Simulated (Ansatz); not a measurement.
## KF: stable or not

The structure comes from a generated guess, relaxed at this level; another structure or a mixture of phases may lie lower.

Computed with DFT PBE, scalar-relativistic, plane waves, PAW (Ansatz). Settings of the last relaxation (2-atom cell): 420 eV, 8×8×8 k points, Gaussian smearing of 0.02 eV, no spin polarisation.

```
K F
1.0
     0.00000    2.97635    2.97635
     2.97635    0.00000    2.97635
     2.97635    2.97635    0.00000
K F
1 1
Cartesian
  4.4645 4.4645 4.4645
  2.9763 2.9763 2.9763
```

Formation energies are uncorrected and refer to the elements' standard structures at the same level (F₂ as a molecule).

Q: These tests were run: energy against the elements; phonons on a 4×4×4 q mesh. What do they show?

A:

| test | result |
| --- | --- |
| energy against the elements | −2.628 eV/atom |
| phonons on a 4×4×4 q mesh | no imaginary mode on the mesh |

It fails none of these tests. Other phases of the system weren't compared here, so this isn't yet thermodynamic stability.

The run for the phonons used an 8×8×8 k mesh.
